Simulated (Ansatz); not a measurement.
**BeO: O vacancy, symmetric start**

Consider an 8-atom supercell of BeO in the wurtzite structure (space group P6_3mc, No. 186; a = 2.6905 Å, c = 4.3699 Å) at its relaxed geometry.

One thing is altered: a neutral O vacancy, symmetric start, atoms relaxed at fixed cell.

Calculations: r2SCAN, PAW, 500 eV (Ansatz, a program for electronic structure; no spin-orbit coupling). k-mesh 5×9×6 (Γ-centred); smearing 0.01 eV (Fermi–Dirac).

| quantity | base | changed | shift |
|---|---|---|---|
| energy gained by relaxation | – | 0.02 eV | – |
| largest displacement of a host atom from its site in the perfect cell | – | 0.04 Å | – |
| mean distance from the defect site to its nearest host atoms | 1.65 Å | 1.62 Å | -0.03 Å |

The magnetic state is the one reached from the starting moments; the real material's order can differ, and small cells can't hold many antiferromagnetic ones. In so small a cell the defect repeats every few ångströms: this is an ordered compound, not a dilute defect. The defect started on the symmetric site and kept its symmetry, so it may sit on a saddle. Starting moments died away, wholly or in part, for O vacancy; another magnetic solution may exist. The defect cell is spin-polarised and ends with 0.0 μB.
